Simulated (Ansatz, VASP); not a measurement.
# Sb in VASP and in Ansatz

```xyz
2
Lattice="2.1015 3.6399 0.0000 -2.1015 3.6399 0.0000 0.0000 -2.4266 3.8908" Properties=species:S:1:pos:R:3 pbc="T T T"
Sb    0.0000    0.0000    2.6571
Sb    0.0000    4.8532    1.2337
```

The cell was built by a generator and needn't be a form met in nature.

Alike in both runs: task single point; functional r2SCAN; k mesh 8 × 8 × 8; no spin polarisation.

|  | VASP | Ansatz |
| --- | --- | --- |
| version | VASP 6.6.1 | Ansatz 0.2.0 |
| potentials or method | VASP PAW PBE potentials, release 64 (Sb) | PAW plane waves |
| plane-wave cutoff (eV) | 520 | 500 |
| occupations | fermi-dirac, width 0.1 eV | fermi-dirac |
| valence electrons in the cell | 10 | 30 |

|  | VASP | Ansatz | Ansatz less VASP |
| --- | --- | --- | --- |
| gap on the k mesh at the Fermi level (eV) | none | none | - |
| pressure (GPa) | 6.0 | 5.7 | -0.28 |
| largest component of the traceless stress (GPa) | 1.34 | 1.22 | -0.118 |
| rms of the force components (eV/Å) | 0.575 | 0.519 | -0.0551 |

Atom by atom the forces differ by 0.055 eV/Å (rms over components). A gap of «none» marks a metal or a gap that the smearing closes. The two sets of potentials don't hold the same shells in valence. Ansatz warned: «structure_snapped_to_symmetry».

Caveats: the PAW data sets were made with another functional, which shifts forces and pressure a little (VASP). Spin-orbit coupling is left out, which matters for the levels of Sb.
